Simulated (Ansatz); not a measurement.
Wanted: the native input for an Ansatz 0.2.0 run.

* Task: relaxation of cell and atoms
* Functional: PBEsol
* Potentials or basis: Ansatz PAW
* Cutoff: 420 eV (not typed: the program's choice for these potentials)
* k mesh: 10 × 10 × 5
* Occupations: fermi-dirac, width 0.05 eV
* Spin: no spin polarisation

Crystal: Hf.

```
CELL_PARAMETERS angstrom
3.19670 0.00000 0.00000
-1.59835 2.76842 0.00000
0.00000 0.00000 5.05780
ATOMIC_POSITIONS crystal
Hf 0.66667 0.33333 0.75000
Hf 0.33333 0.66667 0.25000
```

The input as run:

input.yaml

```yaml
crystal:
  lattice:
    - [3.1967, 0.0, 0.0]
    - [-1.59835, 2.7684234083, 0.0]
    - [0.0, 0.0, 5.0578]
  atoms:
    - { symbol: Hf, position: [0.6666666667, 0.3333333333, 0.75] }
    - { symbol: Hf, position: [0.3333333333, 0.6666666667, 0.25] }
hamiltonian:
  xc: pbesol
  pseudopotentials: { kind: paw }
kpoints:
  mp_grid: { grid: [10, 10, 5] }
scf:
  occupations: { method: fermi_dirac, width: 0.05 }
output:
  forces: true
  stress: true
relax:
  f_tol: 0.01
  max_steps: 40
  cell: { stress_tol: 0.05 }
```

Potentials or basis: Ansatz PAW.

Launch:

```sh
$ ansatz run input.yaml --threads 2 --pin off --max-ram 5632MiB --backend cpu --events-out ev --progress --plain --runs-dir out
```

It gave:

```
Relaxed volume                         : 21.57 Å³/atom
Relaxed cell                           : a = 3.159 Å, b = 3.159 Å, c = 4.991 Å, α = 90.00°, β = 90.00°, γ = 120.00°
Space group after relaxing (to 0.05 Å) : P6_3/mmc (No. 194)
Energy gained by relaxing              : 10.2 meV/atom
Ionic steps                            : 4
Pressure after relaxing                : 0.0 GPa
```

Caveat: the plane-wave basis is chosen anew once the cell has moved, so the energies of steps on either side of that aren't comparable; the PAW data sets come from PBE, with cores solved anew for the run's functional, which leaves a small shift of forces and pressure.

It took 12 s on 2 threads of Intel(R) Xeon(R) Processor @ 2.50GHz (Skylake/Cascade Lake), on a shared host, peak memory 0.4 GiB.
